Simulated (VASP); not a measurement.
Input of a VASP 6.6.1 run:

The input INCAR:

```
SYSTEM = Bi
  PREC = Accurate
  ENCUT = 600
  EDIFF = 1E-7
  ISMEAR = 1
  SIGMA = 0.1
  LREAL = .FALSE.
  LASPH = .TRUE.
  NELM = 80
  ALGO = Normal
  ISIF = 3
  LWAVE = .FALSE.
  LCHARG = .FALSE.
  METAGGA = R2SCAN
  LMIXTAU = .TRUE.
  IBRION = 2
  NSW = 90
  EDIFFG = -0.005
```

File KPOINTS:

```
Automatic mesh
0
G
  12 12 12
  0 0 0
```

The input POSCAR:

```
Bi                                      
1.0
    2.2658517892      1.3081901405      4.1242443290
   -2.2658517892      1.3081901405      4.1242443290
   -0.0000000000     -2.6163802809      4.1242443290
  Bi            
     2
Direct
     0.2317437770280087    0.2317437770280087    0.2317437770280087
     0.7682562229719916    0.7682562229719916    0.7682562229719916
```

Potentials or basis: VASP PAW PBE potentials, release 64 (Bi_d).

Launch:

```console
$ cat potpaw_PBE.64/Bi_d/POTCAR > POTCAR
$ mpirun -np 1 vasp_std > vasp.out
```

Predict the space group after relaxing (to 0.05 Å).

R-3m (No. 166).

Estimate the band gap on the k mesh.

none (metal or under the smearing width).

Predict the relaxed volume.

36.69 Å³/atom.

Forces on the atoms (eV/Å):
```
Bi   0.000  0.000 -0.005
Bi   0.000  0.000  0.005
```

Caveat: the PAW data sets were made with another functional, which shifts forces and pressure a little; spin-orbit coupling is left out, which moves the levels of the heavy elements.
